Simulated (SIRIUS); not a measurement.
**AgBr under changes of volume**

One of the cells (23.644 Å³/atom); the others are scaled copies at fixed shape and fractional positions:

```
Ag Br
1.0
     0.00000    2.87015    2.87015
     2.87015    0.00000    2.87015
     2.87015    2.87015    0.00000
Ag Br
1 1
Direct
  0.00000 0.00000 0.00000
  0.50000 0.50000 0.50000
```

| Property | Result |
| --- | --- |
| Program | SIRIUS 7.12.0 |
| Functional | PBEsol |
| Potentials or basis | all-electron FP-LAPW |
| Cutoff | 167 eV |
| Basis | apw+lo standard |
| k mesh | 8 × 8 × 8 |
| Occupations | fermi-dirac, width 0.05 eV |
| Spin | no spin polarisation |

| volume (Å³/atom) | energy over the lowest point (meV/atom) | gap on the mesh (eV) |
| --- | --- | --- |
| 22.225 | ? | ? |
| 22.698 | 0.00 | 0.49 |
| 23.171 | 0.91 | 0.50 |
| 23.644 | 4.37 | 0.50 |
| 24.116 | 10.67 | 0.50 |
| 24.589 | 19.20 | 0.51 |
| 25.062 | 29.44 | 0.52 |

Problem. What does the run at 22.225 Å³/atom give?

Solution. Energy over the lowest point 2.69 meV/atom; gap on the mesh 0.50 eV.

Worked out: A Birch-Murnaghan fit of order 3 (a polynomial in V^(-2/3)) to the other rows has its minimum at 22.82 Å³/atom with B0 = V·E''(V) = 53 GPa and B' = 5.6. It gives 2.62 meV/atom at 22.225 Å³/atom, against the run's 2.69. A straight line through the other rows of the gap, of slope 0.259 eV per unit of ln V, extrapolates to 0.48 eV, against the run's 0.50.

Energies are extrapolated to zero smearing.

A mesh can miss the band edges. Spin-orbit coupling on Ag, Br is left out.
